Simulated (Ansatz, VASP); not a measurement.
## One calculation of GaSb, two programs

INCAR

```
  PREC = Accurate
  ENCUT = 520
  EDIFF = 1E-7
  ISMEAR = -1
  SIGMA = 0.05
  LREAL = F
  LASPH = T
  NELM = 80
  ALGO = Normal
  ISIF = 2
  LWAVE = F
  LCHARG = F
  GGA = PE
  NBANDS = 16
```

KPOINTS

```
regular mesh
0
Gamma
  8 8 8
```

Contents of POSCAR:

```
GaSb
1.0
    0.0000000000      3.1189956238      3.1189956238
    3.1189956238      0.0000000000      3.1189956238
    3.1189956238      3.1189956238      0.0000000000
Sb Ga
1 1
Direct
    0.7500000000      0.7500000000      0.7500000000
    0.0000000000      0.0000000000      0.0000000000
```

Contents of input.yaml:

```yaml
crystal:
  lattice:
    - [0.0, 3.1189956238, 3.1189956238]
    - [3.1189956238, 0.0, 3.1189956238]
    - [3.1189956238, 3.1189956238, 0.0]
  atoms:
    - { symbol: Sb, position: [0.75, 0.75, 0.75] }
    - { symbol: Ga, position: [0.0, 0.0, 0.0] }
hamiltonian:
  xc: pbe
  pseudopotentials: { kind: paw }
kpoints:
  mp_grid: { grid: [8, 8, 8] }
scf:
  occupations: { method: fermi_dirac, width: 0.05 }
output:
  forces: true
  stress: true
  eigenvalues: true
```

Change from the starting cell: volume scaled by 1.06.

Alike in both runs: task single point; functional PBE; k mesh 8 × 8 × 8; occupations fermi-dirac, width 0.05 eV; no spin polarisation.

|  | VASP | Ansatz |
| --- | --- | --- |
| version | VASP 6.6.1 | Ansatz 0.2.0 |
| potentials or method | VASP PAW PBE potentials, release 64 (Sb, Ga_d) | Ansatz PAW |
| plane-wave cutoff (eV) | 520 | 420 |
| valence electrons in the cell | 18 | 28 |

```tsv
	VASP	Ansatz	Ansatz less VASP
gap on the k mesh at the Fermi level (eV)	none	none	-
pressure (GPa)	-0.4	-0.5	-0.06
```

A gap of «none» marks a metal or a gap that the smearing closes. The two sets of potentials don't hold the same shells in valence.

The runs have no spin-orbit coupling, so splittings on Sb are missing.
